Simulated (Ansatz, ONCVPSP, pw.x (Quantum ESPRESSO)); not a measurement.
**Mg (Z = 12) (fcc): variants of one ONCV potential in the solid**

* Element: Mg (Z = 12)
* Generator: ONCVPSP 4.0.1.1 (patched build)
* Type: optimised norm-conserving Vanderbilt (ONCV)
* Functional: PBE
* Relativity: scalar-relativistic
* Frozen core: [Ne]
* Valence charge: 2
* Reference configuration: 3s2
* Partial waves: 3s: rc 2.40 bohr, ncon 4, nbas 9, qcut 2.7 1/bohr, 1 projector; p scattering state at 0.42 Ha: rc 2.25 bohr, ncon 3, nbas 7, qcut 4.3 1/bohr, 2 projectors, debl 2.5 Ha; d scattering state at 0.13 Ha: rc 2.45 bohr, ncon 3, nbas 7, qcut 3.3 1/bohr, 2 projectors, debl 2.2 Ha
* Local potential: polynomial inside 1.50 bohr (lpopt 2, dvloc0 3 Ha)
* Core correction: Teter function, fcfact 3.75, rcfact 1.3

Crystal test: fcc Mg in pw.x 7.5, no spin, 13³ k-points, Fermi–Dirac smearing 0.01 Ry, cutoffs set for each file from its atomic test. The reference is all-electron LAPW (Ansatz 0.2.0) with the same functional, mesh and smearing; V0 and B0 come from Birch–Murnaghan fits to the pressures at five volumes. Errors are pseudo minus all-electron; Δ is the rms difference of the E(V) curves that follow from these fits, minima aligned, over ±6 % about the mean V0. Mesh and smearing are coarse, so the numbers serve the comparison and aren't converged zero-temperature values; the lattice is a test structure that the element need not adopt.

All-electron: a0 = 4.524 Å (V0 = 23.15 Å³/atom), B0 = 35.0 GPa.

Base: Atomic configuration tests: 1 of 4 tests not solved or not reliable.

2 further variants are left out: they gave no file fit for a test, a broken result, the same result as the base, or pressures whose basis-set error rivals the error shown.

| change | cutoffs (Ry) | pw.x | a0 (Å) | a0 error (%) | B0 error (%) | Δ (meV/atom) | mean pressure error (GPa) |
| --- | --- | --- | --- | --- | --- | --- | --- |
| base | 50/200 | converged | 4.509 | -0.34 | +2.2 | 1.8 | -0.36 |
| s: qcut 3.3 | 50/200 | converged | 4.510 | -0.32 | +2.0 | 1.7 | -0.34 |
| core correction polynomial model core, fcfact 0.25 | 50/200 | converged | 4.498 | -0.59 | +0.9 | 3.1 | -0.61 |

Give the row for: p: nproj 1.

pw.x: converged; mean pressure error (GPa): -0.84; a0 (Å): 4.488; a0 error (%): -0.79; B0 error (%): +4.6; Δ (meV/atom): 4.3.
